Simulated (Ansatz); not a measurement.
Se under compression and expansion

Space group P6_3/mmc (No. 194). a = 3.684 Å, b = 3.684 Å, c = 3.813 Å, α = 90.00°, β = 90.00°, γ = 120.00°
| atom | site | symmetry | x | y | z |
| --- | --- | --- | --- | --- | --- |
| Se | 2c | -6m2 | 0.3333 | 0.6667 | 0.2500 |

The runs use the primitive cell with vectors (3.684, 0.000, 0.000), (-1.842, 3.190, 0.000), (0.000, 0.000, 3.813) Å, to which the k mesh refers.

The cell was built from the hcp type and relaxed in the same program, and has space group P6_3/mmc; it needn't be a known or the stable phase.

Levels of theory: DFT, PBE, all-electron LAPW, scalar-relativistic (Ansatz 0.2.0); DFT, PBE, PAW with Ansatz's default frozen-core files, scalar-relativistic (Ansatz 0.2.0).

For LAPW: a Γ-centred 19×19×10 k mesh, Fermi–Dirac smearing of 0.03 eV, basis error target 0.5 meV/atom, no spin polarisation. PAW takes a cutoff of 420 eV at this cell. The Ansatz runs share mesh, smearing and spin set-up. Plane-wave (PAW) pressures include the program's estimate of the Pulay term.

The cell above is scaled evenly, with fractional coordinates and shape held.

```
V/V(cell)  V (Å³/atom)  P, LAPW (GPa)  P, PAW (GPa)  free energy over the lowest listed, PAW (meV/atom)
   0.9405       21.072           4.66          4.67                                                18.4
   0.9700       21.732           2.16          2.17                                                 4.4
   1.0000       22.405           0.00          0.01                                                 0.0
   1.0300       23.077          -1.83         -1.82                                                 3.9
   1.0600       23.749          -3.38         -3.38                                                14.9
```

(1) What do Birch–Murnaghan fits to the pressures give?

Results:

(1) LAPW: V0 = 22.40 Å³/atom, B0 = 66 GPa, B0′ = 4.5; PAW: V0 = 22.41 Å³/atom, B0 = 66 GPa, B0′ = 4.5.
